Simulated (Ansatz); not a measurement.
A crystal relaxed with r2SCAN in the plane-wave code Ansatz has space group Fm-3m (No. 225) and a = 5.112 Å.

| atom | site | x | y | z |
| --- | --- | --- | --- | --- |
| Xx | 4a | 0.0000 | 0.0000 | 0.0000 |
| Cl | 4b | 0.5000 | 0.0000 | 0.0000 |

The r2SCAN gap is indirect, 7.290 eV (K–Γ (0.81 of the way from K) to Γ), below the direct gap of 7.291 eV at Γ. Least and direct gap differ so little that the kind isn't settled. HSE06 gives an indirect gap of 7.785 eV, from K–Γ (0.81 of the way from K) to Γ; the least direct gap is 7.787 eV at Γ. Least and direct gap differ so little that the kind isn't settled. Meshes: r2SCAN 8×8×8, HSE06 6×6×6. r2SCAN's ε∞ is 2.8 in all directions.

Problem. Which element is Xx?
A. Li
B. Cu
C. K
D. Ag

Solution. A. Xx is Li: rocksalt LiCl. Li has 6 Cl at 2.56 Å; Cl has 6 Li at 2.56 Å.

The values are computed, spin-unpolarised, and not measurements.

Where an edge lies off the special points, it is a point of the mesh or the k point where a search put PBE's edge or least direct gap, reused for the other functionals, whose own edges may lie a little apart.

The meshes of the hybrids are coarse, so their gaps aren't converged to the digits shown.
